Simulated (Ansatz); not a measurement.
Sn (fcc): energy against volume

Computed with Ansatz 0.2.0, DFT, PBE, plane waves (420 eV) with PAW, scalar-relativistic.

The cell is scaled uniformly from the relaxed one, with fractional coordinates and shape fixed. Energies are extrapolated to zero smearing, pressures are those at the given smearing. Magnetic state: spin not included.

A Birch-Murnaghan fit gives V₀ = 27.99 Å³/atom, B₀ = 47 GPa, B₀′ = 4.8.

(1) What are the energy above the minimum and the pressure at 24.671 Å³/atom?

(2) What are the energy above the minimum and the pressure at 25.792 Å³/atom?

(3) What are the energy above the minimum and the pressure at 29.156 Å³/atom?

## Answers

(1) 73.6 meV/atom and 8.03 GPa as computed.

(2) 29.7 meV/atom and 4.70 GPa as computed.

(3) 6.5 meV/atom and -1.70 GPa as computed.
